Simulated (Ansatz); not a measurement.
## ZrB: equation of state with r2SCAN+rVV10

Crystal: ZrB.

```
Zr B
1.0
     0.00000    2.32500    2.32500
     2.32500    0.00000    2.32500
     2.32500    2.32500    0.00000
Zr B
1 1
Direct
  0.00000 0.00000 0.00000
  0.50000 0.50000 0.50000
```

```
Program             : Ansatz 0.2.0
Task                : equation of state
Functional          : r2SCAN
Dispersion          : rVV10
Potentials or basis : JTH PAW
Cutoff              : 990 eV
Density cutoff      : 4950 eV
k mesh              : 10 × 10 × 10
Occupations         : methfessel-paxton, width 0.05 eV
Spin                : no spin polarisation
```

The equilibrium volume is outside the volumes run.

Energy against volume, from the lowest point:
```
volume (Å³/atom)  energy (meV/atom)
          11.814             338.60
          12.065             258.14
          12.317             188.38
          12.568             128.43
          12.819              77.52
          13.071              34.93
          13.322               0.00
```

All runs of the series together: 2.3 min on 1 thread of Arm Neoverse N1, on a shared host.
